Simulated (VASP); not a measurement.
# Cs2SnI6 (Fm-3m) in VASP: electric field gradients with PBEsol

Aim: the electric field gradients of Cs2SnI6 with PBEsol.

All numbers are computed with VASP 6.6.1; they aren't measurements. Logs are shortened: lines on timing, memory, paths and dates and some standing lists are left out, and cuts for length are marked.

**The experiment to reproduce.**

“Changes in charge density vs changes in formal oxidation states: The case of Sn halide perovskites and their ordered vacancy analogues”, 2017, arxiv:1705.01565 reports, for a powder of Cs2SnI6: band gap 1.3 eV (optical).

The runs below are set against these values where they give the same quantity.

## 1. Starting point

Symmetry: Fm-3m, No. 225, cubic system. Conventional cell: a = 11.628 Å, b = 11.628 Å, c = 11.628 Å, α = 90.00°, β = 90.00°, γ = 90.00°. Cs (site symmetry -43m) is surrounded by 12 I at 4.11 Å. Around Sn (site symmetry m-3m) lie 6 I at 2.85 Å. I (site symmetry 4mm) has 1 Sn at 2.85 Å as nearest neighbours.

## 2. Electric field gradients, PBEsol

Contents of INCAR:

```
SYSTEM = Cs2SnI6
PREC     = Accurate       ! precision mode
ENCUT    = 600            ! plane-wave cutoff, eV
EDIFF    = 1E-7           ! SCF threshold, eV
ISMEAR   = -1             ! smearing method
SIGMA    = 0.02           ! smearing width, eV
LREAL    = .FALSE.        ! projectors in reciprocal space
LASPH    = .TRUE.         ! aspherical terms in the spheres
NELM     = 60             ! most SCF steps
ALGO     = Fast           ! electronic algorithm
ISIF     = 2              ! what is computed and relaxed
LWAVE    = .FALSE.        ! write WAVECAR
LCHARG   = .FALSE.        ! write CHGCAR
GGA      = PS             ! functional
LEFG     = .TRUE.
```

Contents of KPOINTS:

```
regular mesh
0
G
  4 4 4
  0 0 0
```

Contents of POSCAR:

```
Cs2SnI6
1.0
    0.0000000000      5.8138000000      5.8138000000
    5.8138000000      0.0000000000      5.8138000000
    5.8138000000      5.8138000000      0.0000000000
Cs Sn I
2 1 6
Direct
    0.2500000000      0.2500000000      0.2500000000
    0.7500000000      0.7500000000      0.7500000000
    0.0000000000      0.0000000000      0.0000000000
    0.7546400000      0.2453600000      0.2453600000
    0.2453600000      0.7546400000      0.2453600000
    0.2453600000      0.7546400000      0.7546400000
    0.7546400000      0.2453600000      0.7546400000
    0.2453600000      0.2453600000      0.7546400000
    0.7546400000      0.7546400000      0.2453600000
```

Potentials or basis: VASP PAW PBE potentials, release 64 (Cs_sv, Sn_d, I).

On the command line:

```
cat potpaw_PBE.64/Cs_sv/POTCAR potpaw_PBE.64/Sn_d/POTCAR potpaw_PBE.64/I/POTCAR > POTCAR
mpirun -np 1 vasp_std > vasp.out
```

OUTCAR:

```text
SYSTEM = Cs2SnI6
   PREC = Accurate
   ENCUT = 600
   EDIFF = 1E-7
   ISMEAR = -1
   LREAL = .FALSE.
   LASPH = .TRUE.
   NELM = 60
   ISIF = 2
   GGA = PS

 ion  position               nearest neighbor table
   1  0.250  0.250  0.250-
   2  0.750  0.750  0.750-
   3  0.000  0.000  0.000-   4 2.85   5 2.85   6 2.85   7 2.85   8 2.85   9 2.85
   4  0.755  0.245  0.245-   3 2.85
   5  0.245  0.755  0.245-   3 2.85
   6  0.245  0.755  0.755-   3 2.85
   7  0.755  0.245  0.755-   3 2.85
   8  0.245  0.245  0.755-   3 2.85
   9  0.755  0.755  0.245-   3 2.85

  LATTYP: Found a face centered cubic cell.
 ALAT       =    11.6276000000

  Lattice vectors:

 A1 = (   0.0000000000,   5.8138000000,   5.8138000000)
 A2 = (   5.8138000000,   0.0000000000,   5.8138000000)
 A3 = (   5.8138000000,   5.8138000000,   0.0000000000)

Analysis of symmetry for initial positions (statically):
=====================================================================
 Subroutine PRICEL returns:
 Original cell was already a primitive cell.

 Routine SETGRP: Setting up the symmetry group for a
 face centered cubic supercell.

 Subroutine GETGRP returns: Found 48 space group operations
 (whereof 48 operations were pure point group operations)
 out of a pool of 48 trial point group operations.

The static configuration has the point symmetry O_h .

Analysis of symmetry for dynamics (positions and initial velocities):
=====================================================================
 Subroutine PRICEL returns:
 Original cell was already a primitive cell.

 Routine SETGRP: Setting up the symmetry group for a
 face centered cubic supercell.

 Subroutine GETGRP returns: Found 48 space group operations
 (whereof 48 operations were pure point group operations)
 out of a pool of 48 trial point group operations.

The dynamic configuration has the point symmetry O_h .

 Subroutine INISYM returns: Found 48 space group operations
 (whereof 48 operations are pure point group operations),
 and found     1 'primitive' translations

----------------------------------------------------------------------------------------

                                     Primitive cell

  volume of cell :     393.0160

  direct lattice vectors                    reciprocal lattice vectors
     0.000000000  5.813800000  5.813800000    -0.086002270  0.086002270  0.086002270
     5.813800000  0.000000000  5.813800000     0.086002270 -0.086002270  0.086002270
     5.813800000  5.813800000  0.000000000     0.086002270  0.086002270 -0.086002270

  length of vectors
     8.221954809  8.221954809  8.221954809     0.148960302  0.148960302  0.148960302

  position of ions in fractional coordinates (direct lattice)
     0.250000000  0.250000000  0.250000000
     0.750000000  0.750000000  0.750000000
     0.000000000  0.000000000  0.000000000
     0.754640000  0.245360000  0.245360000
     0.245360000  0.754640000  0.245360000
     0.245360000  0.754640000  0.754640000
     0.754640000  0.245360000  0.754640000
     0.245360000  0.245360000  0.754640000
     0.754640000  0.754640000  0.245360000

  ion indices of the primitive-cell ions
   primitive index   ion index
                 1           1
                 2           2
                 3           3
                 4           4
                 5           5
                 6           6
                 7           7
                 8           8
                 9           9

----------------------------------------------------------------------------------------

 KPOINTS: regular mesh

[... 55 lines left out ...]
   NFREE  =      0    steps in history (QN), initial steepest desc. (CG)
   ISIF   =      2    stress and relaxation
   ISYM   =      2    0-nonsym 1-usesym 2-fastsym
   POTIM  = 0.5000    time-step for ionic-motion
   TEBEG  =    0.0;   TEEND  =   0.0 temperature during run
   PSTRESS=    0.0 pullay stress
   NELECT =      74.0000    total number of electrons
   NUPDOWN=      -1.0000    fix difference up-down
   EMIN   =  10.00;   EMAX   =-10.00  energy-range for DOS
   EFERMI =   0.00;   METHOD = LEGACY
   ISMEAR =    -1;   SIGMA  =   0.02  broadening in eV -4-tet -1-fermi 0-gaus
   EFERMI_NEDOS =   21; number of points for ismear=-14 and -15
   IALGO  =     68    algorithm
   IMIX   =      4    mixing-type and parameters
     AMIX     =   0.40;   BMIX     =  1.00
     AMIX_MAG =   1.60;   BMIX_MAG =  1.00
  volume/ion in A,a.u.               =      43.67       294.69
  Fermi-wavevector in a.u.,A,eV,Ry     =   0.938315  1.773158 11.979046  0.880435
  Thomas-Fermi vector in A             =   2.065514
   LORBIT       =      0    0 simple, 1 ext, 2 COOP (PROOUT), +10 PAW based schemes
   GGA     = PS    functional components
   LHFCALC =     F    Hartree Fock is set to
   AEXX    =    0.0000 exact exchange contribution
   IVDW    =     0    specifies the selected vdW correction
   LEPSILON=     F    determine dielectric tensor
   LRPA    =     F    only Hartree local field effects (RPA)
 non-spin polarized calculation
 RMM-DIIS sequential band-by-band and
  energy-cutoff  :      600.00
  volume of cell :      393.02
 maximum number of plane-waves:     13323
 NGX is ok and might be reduce to    70
   NGX = 33   NGY = 33   NGZ = 33

 number of electron      73.9999996 magnetization

 Free energy of the ion-electron system (eV)
  ---------------------------------------------------
  ext. energy  EPLUGINS =         0.00000000
  ---------------------------------------------------
  free energy    TOTEN  =       -24.86579416 eV

  energy without entropy =      -24.86473656  energy(sigma->0) =      -24.86526536

 E-fermi :   1.8964     XC(G=0):  -8.1325

 val. band max:        1.8313602743   @ k =   0.0000   0.0000   0.0000
 cond. band min:       1.9196076788   @ k =   0.0000   0.0000   0.0000
 fundamental gap:      0.0882474045
 Fermi energy:         1.8964400052

 k-point     1 :       0.0000    0.0000    0.0000
  band No.  band energies     occupation
      1     -19.5041      2.00000
      2     -19.5041      2.00000
      3     -19.4461      2.00000
      4     -19.4461      2.00000
      5     -19.4461      2.00000
      6     -18.5685      2.00000
[... 365 lines left out ...]
     43       7.8158      0.00000
     44       7.9459      0.00000

------------------------ aborting loop because EDIFF is reached ----------------------------------------

  FORCE on cell =-STRESS in cart. coord.  units (eV):
  Direction    XX          YY          ZZ          XY          YZ          ZX
  --------------------------------------------------------------------------------------
  -------------------------------------------------------------------------------------
  Total        0.2563480      0.2563480      0.2563480      0.0000000      0.0000000     -0.0000000
  in kB        1.0450336      1.0450336      1.0450336      0.0000000      0.0000000     -0.0000000
  external PRESSURE =       1.0450336 kB  Pullay stress =       0.0000000 kB

 VOLUME and BASIS-vectors are now :
 -----------------------------------------------------------------------------
  energy-cutoff  :      600.00
  volume of cell :      393.02
      direct lattice vectors                 reciprocal lattice vectors
     0.000000000  5.813800000  5.813800000    -0.086002270  0.086002270  0.086002270
     5.813800000  0.000000000  5.813800000     0.086002270 -0.086002270  0.086002270
     5.813800000  5.813800000  0.000000000     0.086002270  0.086002270 -0.086002270

 POSITION                                       TOTAL-FORCE (eV/Angst)
 -----------------------------------------------------------------------------------
      2.90690      2.90690      2.90690         0.000000      0.000000     -0.000000
      8.72070      8.72070      8.72070         0.000000      0.000000     -0.000000
      0.00000      0.00000      0.00000         0.000000      0.000000     -0.000000
      2.85295      5.81380      5.81380         0.136888      0.000000     -0.000000
      5.81380      2.85295      5.81380         0.000000      0.136888     -0.000000
      8.77465      5.81380      5.81380        -0.136888      0.000000     -0.000000
      5.81380      8.77465      5.81380         0.000000     -0.136888     -0.000000
      5.81380      5.81380      2.85295         0.000000      0.000000      0.136888
      5.81380      5.81380      8.77465         0.000000      0.000000     -0.136888
 -----------------------------------------------------------------------------------
    total drift:                               -0.000000      0.000000      0.000000

  FREE ENERGIE OF THE ION-ELECTRON SYSTEM (eV)
  ---------------------------------------------------
  free  energy   TOTEN  =       -24.8657941562 eV

  energy  without entropy=      -24.8647365648  energy(sigma->0) =      -24.86526536

 Electric field gradients (V/A^2)
---------------------------------------------------------------------
 ion       V_xx      V_yy      V_zz      V_xy      V_xz      V_yz
---------------------------------------------------------------------
   1       0.000    -0.000     0.000     0.000     0.000     0.000
   2      -0.000    -0.000     0.000     0.000     0.000     0.000
   3      -0.000    -0.000    -0.000     0.002     0.002     0.002
   4     545.684  -272.842  -272.842    -0.000    -0.000    -0.000
   5    -272.842   545.684  -272.842    -0.000    -0.000    -0.000
   6     545.684  -272.842  -272.842    -0.000    -0.000    -0.000
   7    -272.842   545.684  -272.842    -0.000    -0.000    -0.000
   8    -272.842  -272.842   545.684    -0.000    -0.000    -0.000
   9    -272.842  -272.842   545.684    -0.000    -0.000    -0.000
---------------------------------------------------------------------

 Electric field gradients after diagonalization (V/A^2)
 (convention: |V_zz| > |V_xx| > |V_yy|)
----------------------------------------------------------------------
 ion       V_xx      V_yy      V_zz     asymmetry (V_yy - V_xx)/ V_zz
----------------------------------------------------------------------
   1      -0.000    -0.000     0.001       0.000
   2      -0.000    -0.000     0.001       0.000
   3      -0.002    -0.002     0.004       0.000
   4    -272.842  -272.842   545.684       0.000
   5    -272.842  -272.842   545.684       0.000
   6    -272.842  -272.842   545.684       0.000
   7    -272.842  -272.842   545.684       0.000
   8    -272.842  -272.842   545.684       0.000
   9    -272.842  -272.842   545.684       0.000
----------------------------------------------------------------------

           NMR quadrupolar parameters

 Cq : quadrupolar parameter    Cq=e*Q*V_zz/h
 eta: asymmetry parameters     (V_yy - V_xx)/ V_zz
 Q  : nuclear electric quadrupole moment in mb (millibarn)
----------------------------------------------------------------------
 ion       Cq(MHz)       eta       Q (mb)
----------------------------------------------------------------------
   1       0.000       0.000       1.000
   2       0.000       0.000       1.000
   3       0.000       0.000       1.000
   4       1.319       0.000       1.000
   5       1.319       0.000       1.000
   6       1.319       0.000       1.000
   7       1.319       0.000       1.000
   8       1.319       0.000       1.000
   9       1.319       0.000       1.000
----------------------------------------------------------------------
```

Wall time 7.4 min (1 thread of Intel Xeon Platinum 8375C at 2.90GHz (Ice Lake), shared host); peak memory 0.77 GiB.

What came out:

* Free energy: -24.8658 eV
* Pressure: 0.1 GPa
* Largest force: 0.137 eV/Å
* Band gap on the k mesh: 0.09 eV, direct

Forces in eV/Å, atoms in the order of the input:
```
Cs   0.000  0.000  0.000
Cs   0.000  0.000  0.000
Sn   0.000  0.000  0.000
I    0.137  0.000  0.000
I    0.000  0.137  0.000
I   -0.137  0.000  0.000
I    0.000 -0.137  0.000
I    0.000  0.000  0.137
I    0.000  0.000 -0.137
```

Electric field gradients, principal values (V/Å²):
```tsv
atom	Vxx	Vyy	Vzz
1 Cs	0.000	0.000	0.001
2 Cs	0.000	0.000	0.001
3 Sn	-0.002	-0.002	0.004
4 I	-272.842	-272.842	545.684
5 I	-272.842	-272.842	545.684
6 I	-272.842	-272.842	545.684
7 I	-272.842	-272.842	545.684
8 I	-272.842	-272.842	545.684
9 I	-272.842	-272.842	545.684
```

Caveat: the PAW data sets were made with another functional, which shifts forces and pressure a little; spin-orbit coupling is left out, which moves the levels of the heavy elements.

## 3. Against experiment

Step 2. Measured gap of Cs2SnI6: 1.3 eV (optical; powder; “Changes in charge density vs changes in formal oxidation states: The case of Sn halide perovskites and their ordered vacancy analogues”, 2017, arxiv:1705.01565). This calculation gives 0.09 eV (-1.21 eV). So large a miss can be the level of theory's own, or it may mean another phase, state or a wrong row. Spin-orbit coupling on Cs, I, Sn is left out. The value is that of PBEsol, without temperature or zero-point motion. Semilocal functionals fall short of measured gaps as a rule.
